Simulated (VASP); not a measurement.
VASP inputs for BaHfO₃ (strained cubic perovskite)

INCAR

```
NELM = 120
PREC = Accurate
ISIF = 2
GGA = PE
SIGMA = 0.02
LCHARG = .TRUE.
LREAL = .FALSE.
LELF = .TRUE.
LASPH = .TRUE.
IBRION = -1
LWAVE = .FALSE.
EDIFF = 1E-7
NSW = 0
ISMEAR = -1
NBANDS = 27
ENCUT = 520
```

KPOINTS

```
KPOINTS created by Atomic Simulation Environment
0
Gamma
6 6 6
0 0 0
```

KPOINTS_OPT

```
special points
4
Reciprocal
0.0000000000 0.0000000000 0.0000000000 1
0.0000000000 0.5000000000 0.0000000000 1
0.5000000000 0.5000000000 0.0000000000 1
0.5000000000 0.5000000000 0.5000000000 1
```

POSCAR

```
Ba Hf O
 1.0000000000000000
     4.0517470077000004    0.0000000000000000    0.0000000000000000
     0.0000000000000000    4.0517470077000004    0.0000000000000000
     0.0000000000000000    0.0000000000000000    4.2469267410000002
 Ba  Hf  O
   1   1   3
Cartesian
  0.0000000000000000  0.0000000000000000  0.0000000000000000
  2.0258735038500002  2.0258735038500002  2.1234633705000001
  2.0258735038500002  2.0258735038500002  0.0000000000000000
  2.0258735038500002  0.0000000000000000  2.1234633705000001
  0.0000000000000000  2.0258735038500002  2.1234633705000001
```

VASP ran with the recommended PBE PAW datasets (38 valence electrons in the cell).

**Question.** Estimate the main results of this run.

**Answer.** gap between bands v and c 3.51 eV; least direct gap 3.70 eV; pressure 11.9 GPa.

Band v is the last that the valence electrons fill when counted band by band, and c is the next. Levels in eV from the top of v:

```json
{"point": "Γ", "v−1": "-0.19", "v": "-0.19", "c": "3.51", "c+1": "3.51"}
{"point": "X", "v−1": "-0.61", "v": "-0.51", "c": "4.18", "c+1": "6.72"}
{"point": "M", "v−1": "-0.78", "v": "-0.06", "c": "6.57", "c+1": "6.57"}
{"point": "R", "v−1": "-0.09", "v": "0.00", "c": "6.02", "c+1": "6.02"}
```
